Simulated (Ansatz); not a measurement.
# ZnGe2P6: the cost of one run

Program: Ansatz 0.2.0. Level of theory: DFT PBE+D3(BJ), scalar-relativistic, plane waves, PAW. These are calculated values, not measurements.

4 further runs of the same task are left out: 4 set aside as unsound or not needed.

### Step 1. The structure to begin with

The structure is trigonal, space group R-3m (No. 166). Conventional cell: a = 7.028 Å, b = 7.028 Å, c = 9.523 Å, α = 90.00°, β = 90.00°, γ = 120.00°. Around Ge (site symmetry 3m) lie 6 P at 2.46 to 2.74 Å. P (site symmetry m) has 2 P at 2.23 Å and 2 Ge at 2.46 to 2.74 Å as nearest neighbours.

Coordinates:

```xyz
8
Lattice="3.5138 2.0287 3.1745 -3.5138 2.0287 3.1745 0.0000 -4.0574 3.1745" Properties=species:S:1:pos:R:3 pbc="T T T"
Ge    0.0000    0.0000    2.4921
Ge    0.0000    0.0000    7.0312
P     1.8381   -1.0612    5.7927
P     0.0000    2.1224    5.7927
P    -1.8381   -1.0612    5.7927
P    -1.8381    1.0612    3.7306
P     1.8381    1.0612    3.7306
P     0.0000   -2.1224    3.7306
```

This cell was relaxed beforehand with the same method: volume 16.97 Å³/atom, gap on the mesh none (metal).

Reference energy of this cell: -13127.2371 eV (8 atoms, 6×6×6 mesh, zero smearing).

### Step 2. Next: 1 Zn put on empty site 1 in one host cell

The empty site lies 2.27 Å from the nearest host atom; the cell of 1 host cell is widened for the start only if the site is tight.

The cell holds 2 Ge, 6 P, 1 Zn: a = 5.305 Å, b = 5.305 Å, c = 5.305 Å, α = 86.01°, β = 86.01°, γ = 86.01°.

### Step 3. Quick check of gap, pressure and forces

File input.yaml:

```yaml
crystal:
  lattice:
    - [3.618596111, 2.0891974388, 3.2690969478]
    - [-3.618596111, 2.0891974388, 3.2690969478]
    - [0.0, -4.1783948776, 3.2690969478]
  atoms:
    - { symbol: Ge, position: [0.2616851978, 0.2616851978, 0.2616851978] }
    - { symbol: Ge, position: [0.7383148022, 0.7383148022, 0.7383148022] }
    - { symbol: P, position: [0.7826299118, 0.259533479, 0.7826299118] }
    - { symbol: P, position: [0.7826299118, 0.7826299118, 0.259533479] }
    - { symbol: P, position: [0.259533479, 0.7826299118, 0.7826299118] }
    - { symbol: P, position: [0.2173700882, 0.740466521, 0.2173700882] }
    - { symbol: P, position: [0.740466521, 0.2173700882, 0.2173700882] }
    - { symbol: P, position: [0.2173700882, 0.2173700882, 0.740466521] }
    - { symbol: Zn, position: [0.5, 0.5, 0.5] }
basis:
  ecutwfc: 420
kpoints:
  mp_grid: { grid: [3, 3, 3] }
hamiltonian:
  xc: pbe
  dispersion: d3bj
scf:
  occupations: { method: gaussian, width: 0.1 }
output:
  forces: true
  stress: true
  eigenvalues: true
```

Command:

```console
ansatz run input.yaml --threads 2 --pin off --max-ram 5120MiB --backend cpu --events-out ev --progress --plain --runs-dir out
```

**Question.** How long does this run take on 2 threads of Arm Neoverse V1, shared host, and how much memory does it need?

About 2.4 s, with a peak of 0.45 GiB.
